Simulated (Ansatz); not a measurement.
# AgCl: pressure against volume

One table from this session's results is given with a row withheld; the runs are named, their logs left out.

Method: DFT PBE, scalar-relativistic, in Ansatz 0.2.0.

### The system as given

The structure is orthorhombic, space group Cmcm (No. 63). The conventional cell has a = 3.742 Å, b = 11.113 Å, c = 3.924 Å, α = 90.00°, β = 90.00°, γ = 90.00°. Around Ag (site symmetry m2m) lie 5 Cl at 2.73 to 2.91 Å and 2 Ag at 3.02 Å. Cl (site symmetry m2m) has 5 Ag at 2.73 to 2.91 Å as nearest neighbours.

As a file:

```xyz
4
Lattice="1.8709 -5.5566 0.0000 1.8709 5.5566 0.0000 0.0000 0.0000 3.9240" Properties=species:S:1:pos:R:3 pbc="T T T"
Ag    1.8709    1.1496    2.9430
Ag    1.8709   -1.1496    0.9810
Cl    1.8709   -4.0613    0.9810
Cl    1.8709    4.0613    2.9430
```

Atoms are numbered in the order of the input: Ag1, Ag2, Cl3, Cl4.

The first run:

Input file input.yaml:

```yaml
crystal:
  lattice:
    - [1.8456240398, -5.4814969051, 0.0]
    - [1.8456240398, 5.4814969051, 0.0]
    - [0.0, 0.0, 3.8710033171]
  atoms:
    - { symbol: Ag, position: [0.3965554, 0.6034446, 0.75] }
    - { symbol: Ag, position: [0.6034446, 0.3965554, 0.25] }
    - { symbol: Cl, position: [0.86544873, 0.13455127, 0.25] }
    - { symbol: Cl, position: [0.13455127, 0.86544873, 0.75] }
kpoints:
  mp_grid: { grid: [9, 9, 8] }
  band_path:
    path:
      - [0.0, 0.0, 0.0]
      - [-0.5, 0.5, 0.0]
      - [-0.2783418463, 0.7216581537, 0.0]
      - [0.2783418463, 0.2783418463, 0.0]
      - [0.0, 0.0, 0.0]
      - [0.0, 0.0, 0.5]
      - [0.2783418463, 0.2783418463, 0.5]
      - [-0.2783418463, 0.7216581537, 0.5]
      - [-0.5, 0.5, 0.5]
    npoints: 5
scf:
  occupations: { method: fermi_dirac, width: 0.03 }
hamiltonian:
  xc: pbe
  pseudopotentials: { kind: all_electron, lapw: { basis_error: 0.001 } }
output:
  forces: true
  stress: true
  eigenvalues: true
```

Run with:

```console
> ansatz run input.yaml --threads 1 --pin off --max-ram 6144MiB --backend cpu --events-out ev --progress --plain --runs-dir out
```

Steps of the session up to this table: Volume × 0.96, LAPW; Volume × 0.96, PAW; Volume × 0.96, crystal datasets; Volume × 0.99, LAPW; Volume × 0.99, PAW; Volume × 0.99, crystal datasets; Volume × 1.02, LAPW; Volume × 1.02, PAW; Volume × 1.02, crystal datasets; Volume × 1.06, LAPW; Volume × 1.06, PAW; Volume × 1.06, crystal datasets.

One table of the session follows, with a row left open; its other results are not shown here.

It belongs to the step «The equation of state». 

| method | volume (Å³/atom) | pressure (GPa) | largest force (eV/Å) |
| --- | --- | --- | --- |
| LAPW | 19.581 | 4.21 | 0.042 |
| LAPW | 20.193 | 2.27 | 0.016 |
| LAPW | 20.805 | 0.65 | 0.025 |
| LAPW | 21.621 | -1.09 | 0.047 |
| PAW | 19.581 | 4.21 | 0.042 |
| PAW | 20.193 | 2.27 | 0.015 |
| PAW | 20.805 | 0.65 | 0.024 |
| PAW | 21.621 | ? | ? |
| crystal datasets | 19.581 | 4.22 | 0.043 |
| crystal datasets | 20.193 | 2.27 | 0.016 |
| crystal datasets | 20.805 | 0.66 | 0.025 |
| crystal datasets | 21.621 | -1.09 | 0.047 |

Estimate the missing values for PAW, 21.621.

The run gave: pressure (GPa): -1.09; largest force (eV/Å): 0.046.

To keep in mind: Shape and positions are held, so a fully relaxed modulus can be lower. Warnings in the runs' records: gradients without spin orbit, crystal datasets made.
